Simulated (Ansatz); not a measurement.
BP under changes of volume

One of the cells (11.682 Å³/atom); the others are scaled copies at fixed shape and fractional positions:

```
CELL_PARAMETERS angstrom
0.00000 2.26900 2.26900
2.26900 0.00000 2.26900
2.26900 2.26900 0.00000
ATOMIC_POSITIONS crystal
P 0.75000 0.75000 0.75000
B 0.00000 0.00000 0.00000
```

| Property | Result |
| --- | --- |
| Program | Ansatz 0.2.0 |
| Functional | PBE |
| Potentials or basis | SPMS NC |
| Cutoff | 789 eV (not typed: the program's choice for these potentials) |
| k mesh | 10 × 10 × 10 |
| Occupations | fermi-dirac, width 0.05 eV |
| Spin | no spin polarisation |

| volume (Å³/atom) | energy over the lowest point (meV/atom) | pressure (GPa) | gap on the mesh (eV) |
| --- | --- | --- | --- |
| 10.981 | ? | ? | ? |
| 11.214 | 12.97 | 8.2 | 1.20 |
| 11.448 | 3.85 | 4.4 | 1.22 |
| 11.682 | 0.00 | 0.9 | 1.25 |
| 11.915 | 0.97 | -2.2 | 1.28 |
| 12.149 | 6.31 | -5.1 | 1.30 |
| 12.383 | 15.61 | -7.7 | 1.33 |

Problem. What does the run at 10.981 Å³/atom give?

Solution. Energy over the lowest point 27.94 meV/atom; pressure 12.4 GPa; gap on the mesh 1.17 eV.

Worked out: A Birch-Murnaghan fit of order 3 (a polynomial in V^(-2/3)) to the other rows has its minimum at 11.75 Å³/atom with B0 = V·E''(V) = 161 GPa and B' = 3.8. It gives 27.86 meV/atom at 10.981 Å³/atom, against the run's 27.94, and -dE/dV = 12.4 GPa, against 12.4. A straight line through the other rows of the gap, of slope 1.33 eV per unit of ln V, extrapolates to 1.17 eV, against the run's 1.17.

Energies are extrapolated to zero smearing.

A mesh can miss the band edges.
